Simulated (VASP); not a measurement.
Input of a VASP 6.6.1 run:

File INCAR:

```
SYSTEM = ZnSe
  ALGO = Normal
  EDIFF = 1E-7
  EDIFFG = -0.01
  ENCUT = 600
  GGA = PS
  IBRION = 2
  ISIF = 2
  ISMEAR = 0
  LASPH = .True.
  LCHARG = .False.
  LREAL = .False.
  LWAVE = .False.
  NELM = 80
  NSW = 40
  PREC = Accurate
  SIGMA = 0.03
```

File KPOINTS:

```
k-points
0
Gamma
  8 8 8
  0 0 0
```

The input POSCAR:

```
ZnSe                                    
1.0
    0.0000000000      2.8393450515      2.8393450515
    2.8393450515      0.0000000000      2.8393450515
    2.8393450515      2.8393450515      0.0000000000
  Zn              Se            
     1     1
Direct
     0.0000000000000000    0.0000000000000000    0.0000000000000000
     0.2500000000000000    0.2500000000000000    0.2500000000000000
```

Potentials or basis: VASP PAW PBE potentials, release 64 (Zn, Se).

Launch:

```bash
$ cat potpaw_PBE.64/Zn/POTCAR potpaw_PBE.64/Se/POTCAR > POTCAR
$ mpirun -np 1 vasp_std > vasp.out
```

Problem. Predict the band gap on the k mesh.

Solution. 1.15 eV, direct.

Final structure:
```
Zn Se
1.0
     0.00000    2.83935    2.83935
     2.83935    0.00000    2.83935
     2.83935    2.83935    0.00000
Zn Se
1 1
Direct
  0.00000 0.00000 0.00000
  0.25000 0.25000 0.25000
```

Caveat: the relaxation stopped at its first step, so nothing moved.
